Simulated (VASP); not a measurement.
# Sb (R-3m) in VASP: a series of runs

One crystal, Sb, is run at these levels: PBEsol, PBE, LDA; tasks: relaxation of cell and atoms, single point.

Everything below comes from runs of VASP 6.6.1. Logs are shortened: lines on timing, memory, paths and dates and some standing lists are left out, and cuts for length are marked.

## 1. The structure

Symmetry: R-3m, No. 166, trigonal system. Conventional cell: a = 4.308 Å, b = 4.308 Å, c = 11.274 Å, α = 90.00°, β = 90.00°, γ = 120.00°. Sb (site symmetry 3m) is surrounded by 3 Sb at 2.91 Å.

## 2. Relaxation of cell and atoms, PBEsol

Input file INCAR:

```
PREC = Accurate
ENCUT = 600
EDIFF = 1E-7
ISMEAR = -1
SIGMA = 0.05
LREAL = False
LASPH = True
NELM = 80
ALGO = Normal
ISIF = 3
LWAVE = False
LCHARG = False
GGA = PS
IBRION = 2
NSW = 60
EDIFFG = -0.02
```

Input file KPOINTS:

```
Automatic mesh
0
Gamma
  8 8 8
```

Input file POSCAR:

```
Sb
1.0
    2.1542000000      1.2437279499      3.7580000000
   -2.1542000000      1.2437279499      3.7580000000
    0.0000000000     -2.4874558998      3.7580000000
Sb
2
Direct
    0.7665100000      0.7665100000      0.7665100000
    0.2334900000      0.2334900000      0.2334900000
```

Potentials or basis: VASP PAW PBE potentials, release 64 (Sb).

The run is started by

```console
$ cat potpaw_PBE.64/Sb/POTCAR > POTCAR
$ mpirun -np 1 vasp_std > vasp.out
```

OUTCAR:

```text
PREC = Accurate
   ENCUT = 600
   EDIFF = 1E-7
   ISMEAR = -1
   LREAL = False
   LASPH = True
   NELM = 80
   ISIF = 3
   GGA = PS
   IBRION = 2
   NSW = 60
   EDIFFG = -0.02

 ion  position               nearest neighbor table
   1  0.767  0.767  0.767-   2 2.91   2 2.91   2 2.91   2 3.35   2 3.35   2 3.35
   2  0.233  0.233  0.233-   1 2.91   1 2.91   1 2.91   1 3.35   1 3.35   1 3.35

  LATTYP: Found a trigonal (rhomboedric) cell.
 ALAT       =     4.5066618304
 COS(alpha) =     0.5430253624

  Lattice vectors:

 A1 = (   2.1542000000,   1.2437279499,   3.7580000000)
 A2 = (  -2.1542000000,   1.2437279499,   3.7580000000)
 A3 = (   0.0000000000,  -2.4874558998,   3.7580000000)

Analysis of symmetry for initial positions (statically):
=====================================================================
 Subroutine PRICEL returns:
 Original cell was already a primitive cell.

 Routine SETGRP: Setting up the symmetry group for a
 trigonal (rhombohedral) supercell.

 Subroutine GETGRP returns: Found 12 space group operations
 (whereof 12 operations were pure point group operations)
 out of a pool of 12 trial point group operations.

The static configuration has the point symmetry D_3d.

Analysis of symmetry for dynamics (positions and initial velocities):
=====================================================================
 Subroutine PRICEL returns:
 Original cell was already a primitive cell.

 Routine SETGRP: Setting up the symmetry group for a
 trigonal (rhombohedral) supercell.

 Subroutine GETGRP returns: Found 12 space group operations
 (whereof 12 operations were pure point group operations)
 out of a pool of 12 trial point group operations.

The dynamic configuration has the point symmetry D_3d.

 Subroutine INISYM returns: Found 12 space group operations
 (whereof 12 operations are pure point group operations),
 and found     1 'primitive' translations

----------------------------------------------------------------------------------------

                                     Primitive cell

  volume of cell :      60.4115

  direct lattice vectors                    reciprocal lattice vectors
     2.154200000  1.243727950  3.758000000     0.232104726  0.134005726  0.088699663
    -2.154200000  1.243727950  3.758000000    -0.232104726  0.134005726  0.088699663
     0.000000000 -2.487455900  3.758000000     0.000000000 -0.268011452  0.088699663

  length of vectors
     4.506661830  4.506661830  4.506661830     0.282307932  0.282307932  0.282307932

  position of ions in fractional coordinates (direct lattice)
     0.766510000  0.766510000  0.766510000
     0.233490000  0.233490000  0.233490000

  ion indices of the primitive-cell ions
   primitive index   ion index
                 1           1
                 2           2

----------------------------------------------------------------------------------------

 KPOINTS: Automatic mesh

Automatic generation of k-mesh.
 Grid dimensions read from file:
 generate k-points for:    8    8    8

 Generating k-lattice:

  Cartesian coordinates                     Fractional coordinates (reciprocal lattice)
     0.029013091  0.016750716  0.011087458     0.125000000  0.000000000  0.000000000
    -0.029013091  0.016750716  0.011087458     0.000000000  0.125000000  0.000000000
     0.000000000 -0.033501431  0.011087458     0.000000000  0.000000000  0.125000000

  Length of vectors
     0.035288491  0.035288491  0.035288491

  Shift w.r.t. Gamma in fractional coordinates (k-lattice)
     0.000000000  0.000000000  0.000000000

 Subroutine IBZKPT returns following result:
 ===========================================

 Found     65 irreducible k-points:

 Following reciprocal coordinates:
            Coordinates               Weight
  0.000000  0.000000  0.000000      1.000000
  0.125000 -0.000000  0.000000      6.000000
  0.250000 -0.000000  0.000000      6.000000
  0.375000 -0.000000 -0.000000      6.000000
  0.500000 -0.000000  0.000000      3.000000
  0.125000  0.125000  0.000000      6.000000
[... 16 lines left out ...]
  0.250000  0.125000  0.125000      6.000000
  0.375000  0.125000  0.125000      6.000000
 [... further k-points ...]
   k-points           NKPTS =     65   k-points in BZ     NKDIM =     65   number of bands    NBANDS=      9
   number of dos      NEDOS =    301   number of ions     NIONS =      2
   total plane-waves  NPLWV =  46656
   dimension x,y,z NGX =    36 NGY =   36 NGZ =   36
   dimension x,y,z NGXF=    72 NGYF=   72 NGZF=   72
   ions per type =               2
   NGX,Y,Z   is equivalent  to a cutoff of  13.28, 13.28, 13.28 a.u.
   NGXF,Y,Z  is equivalent  to a cutoff of  26.56, 26.56, 26.56 a.u.
 SYSTEM =  unknown system
   PREC   = accura    normal or accurate (medium, high low for compatibility)
   ISTART =      0    job   : 0-new  1-cont  2-samecut
   ICHARG =      2    charge: 1-file 2-atom 10-const
   ISPIN  =      1    spin polarized calculation?
   LNONCOLLINEAR =      F non collinear calculations
   LSORBIT =      F    spin-orbit coupling
   LASPH  =      T    aspherical Exc in radial PAW
   ENCUT  =  600.0 eV  44.10 Ry    6.64 a.u.   9.00  9.00  9.00*2*pi/ulx,y,z
   NELM   =     80;   NELMIN=  2; NELMDL= -5     # of ELM steps
   EDIFF  = 0.1E-06   stopping-criterion for ELM
   LREAL  =      F    real-space projection
   EDIFFG = -.2E-01   stopping-criterion for IOM
   NSW    =     60    number of steps for IOM
   IBRION =      2    ionic relax: 0-MD 1-quasi-New 2-CG
   NFREE  =      1    steps in history (QN), initial steepest desc. (CG)
   ISIF   =      3    stress and relaxation
   ISYM   =      2    0-nonsym 1-usesym 2-fastsym
   POTIM  = 0.5000    time-step for ionic-motion
   TEBEG  =    0.0;   TEEND  =   0.0 temperature during run
   PSTRESS=    0.0 pullay stress
   NELECT =      10.0000    total number of electrons
   NUPDOWN=      -1.0000    fix difference up-down
   EMIN   =  10.00;   EMAX   =-10.00  energy-range for DOS
   EFERMI =   0.00;   METHOD = LEGACY
   ISMEAR =    -1;   SIGMA  =   0.05  broadening in eV -4-tet -1-fermi 0-gaus
   EFERMI_NEDOS =   21; number of points for ismear=-14 and -15
   IALGO  =     38    algorithm
   IMIX   =      4    mixing-type and parameters
     AMIX     =   0.40;   BMIX     =  1.00
     AMIX_MAG =   1.60;   BMIX_MAG =  1.00
  volume/ion in A,a.u.               =      30.21       203.84
  Fermi-wavevector in a.u.,A,eV,Ry     =   0.898880  1.698637 10.993305  0.807985
  Thomas-Fermi vector in A             =   2.021644
   LORBIT       =      0    0 simple, 1 ext, 2 COOP (PROOUT), +10 PAW based schemes
   GGA     = PS    functional components
   LHFCALC =     F    Hartree Fock is set to
   AEXX    =    0.0000 exact exchange contribution
   IVDW    =     0    specifies the selected vdW correction
   LEPSILON=     F    determine dielectric tensor
   LRPA    =     F    only Hartree local field effects (RPA)
 conjugate gradient relaxation of ions
 non-spin polarized calculation
  energy-cutoff  :      600.00
  volume of cell :       60.41
 maximum number of plane-waves:      2032
   NGX = 17   NGY = 17   NGZ = 17

--------------------------------------- Ionic step        1  -------------------------------------------

 number of electron      10.0000000 magnetization

 Free energy of the ion-electron system (eV)
  ---------------------------------------------------
  ext. energy  EPLUGINS =         0.00000000
  ---------------------------------------------------
  free energy    TOTEN  =        -9.11915563 eV

  energy without entropy =       -9.11641927  energy(sigma->0) =       -9.11778745

------------------------ aborting loop because EDIFF is reached ----------------------------------------

  FORCE on cell =-STRESS in cart. coord.  units (eV):
  Direction    XX          YY          ZZ          XY          YZ          ZX
  --------------------------------------------------------------------------------------
  -------------------------------------------------------------------------------------
  Total        0.1537368      0.1537368     -0.0837398      0.0000000     -0.0000000      0.0000000
  in kB        4.0772651      4.0772651     -2.2208683      0.0000000     -0.0000000      0.0000000
  external PRESSURE =       1.9778873 kB  Pullay stress =       0.0000000 kB
[... 129 lines left out ...]
  energy  without entropy=       -9.1203959774  energy(sigma->0) =       -9.12179421

--------------------------------------- Ionic step        5  -------------------------------------------

 number of electron      10.0000000 magnetization

 Free energy of the ion-electron system (eV)
  ---------------------------------------------------
  ext. energy  EPLUGINS =         0.00000000
  ---------------------------------------------------
  free energy    TOTEN  =        -9.12468392 eV

  energy without entropy =       -9.12194288  energy(sigma->0) =       -9.12331340

 E-fermi :   7.2554     XC(G=0):  -9.7190

 val. band max:        7.2260955839   @ k =   0.3750   0.2500   0.2500
 cond. band min:       7.2765964063   @ k =   0.3750   0.1250   0.1250
 fundamental gap:      0.0505008224
 Fermi energy:         7.2553713081

 k-point     1 :       0.0000    0.0000    0.0000
  band No.  band energies     occupation
      1      -5.5109      2.00000
      2       2.5008      2.00000
      3       5.2710      2.00000
      4       5.4133      2.00000
      5       5.4133      2.00000
      6       9.5282      0.00000
      7      10.0341      0.00000
      8      10.0341      0.00000
      9      12.1651      0.00000
[... 265 lines left out ...]
 k-point    24 :       0.3750    0.1250    0.1250
  band No.  band energies     occupation
      1      -4.4852      2.00000
      2      -0.3311      2.00000
      3       3.9327      2.00000
      4       5.8385      2.00000
      5       7.2766      0.79088
      6       7.4549      0.03627
      7       7.7172      0.00019
      8      10.3691      0.00000
      9      12.1505      0.00000

 [... further k-points ...]

------------------------ aborting loop because EDIFF is reached ----------------------------------------

  FORCE on cell =-STRESS in cart. coord.  units (eV):
  Direction    XX          YY          ZZ          XY          YZ          ZX
  --------------------------------------------------------------------------------------
  -------------------------------------------------------------------------------------
  Total        0.0062159      0.0062159     -0.0220179     -0.0000000     -0.0000000     -0.0000000
  in kB        0.1666104      0.1666104     -0.5901652     -0.0000000     -0.0000000     -0.0000000
  external PRESSURE =      -0.0856481 kB  Pullay stress =       0.0000000 kB
[... 17 lines left out ...]
  FREE ENERGIE OF THE ION-ELECTRON SYSTEM (eV)
  ---------------------------------------------------
  free  energy   TOTEN  =        -9.1246839234 eV

  energy  without entropy=       -9.1219428763  energy(sigma->0) =       -9.12331340

 reached required accuracy - stopping structural energy minimisation
```

It took 1.7 min on 1 thread of Intel Xeon Platinum 8259CL at 2.50GHz (Skylake/Cascade Lake), shared host; peak memory 0.23 GiB.

Results:

```
Free energy                            : -9.1247 eV
Relaxed volume                         : 29.89 Å³/atom
Relaxed cell                           : a = 4.454 Å, b = 4.454 Å, c = 4.454 Å, α = 58.11°, β = 58.11°, γ = 58.11°
Space group after relaxing (to 0.05 Å) : R-3m (No. 166)
Energy gained by relaxing              : 2.8 meV/atom
Ionic steps                            : 5
Pressure after relaxing                : 0.0 GPa
Band gap on the k mesh                 : none (metal or under the smearing width)
```

The path:
```
step  energy change (eV)  largest force (eV/Å)  pressure (GPa)  volume (Å³)
   1              0.0000                0.1572            0.20        60.41
   2             -0.0022                0.0598           -0.37        60.74
   3             -0.0023                0.0332           -0.53        60.83
   4             -0.0040                0.0207           -0.36        60.47
   5             -0.0055                0.0015           -0.01        59.77
```

Final structure:
```yaml
crystal:
  lattice:
    - [2.16318, 1.24891, 3.68755]
    - [-2.16318, 1.24891, 3.68755]
    - [0.00000, -2.49782, 3.68755]
  atoms:
    - { symbol: Sb, position: [0.76427, 0.76427, 0.76427] }
    - { symbol: Sb, position: [0.23573, 0.23573, 0.23573] }
```

Levels at points of the mesh, in eV from the Fermi level:
| k point | band 1 | band 2 | band 3 | band 4 | band 5 | band 6 | band 7 | band 8 | band 9 |
| --- | --- | --- | --- | --- | --- | --- | --- | --- | --- |
| (0.00, 0.00, 0.00) | -12.77 | -4.75 | -1.98 | -1.84 | -1.84 | 2.27 | 2.78 | 2.78 | 4.91 |
| (0.50, 0.00, 0.00) | -10.36 | -9.73 | -1.80 | -1.62 | -0.33 | -0.23 | 0.18 | 0.28 | 7.76 |
| (0.50, 0.50, 0.00) | -10.36 | -7.93 | -5.59 | -3.79 | -3.75 | 1.53 | 5.02 | 5.43 | 7.07 |
| (0.50, 0.50, 0.50) | -11.03 | -9.15 | -1.29 | -1.29 | -0.53 | -0.06 | -0.06 | 0.91 | 7.20 |

Caveat: the PAW data sets were made with another functional, which shifts forces and pressure a little. The run has no spin-orbit coupling, so splittings on Sb are missing.

[end of part 1 of 3]
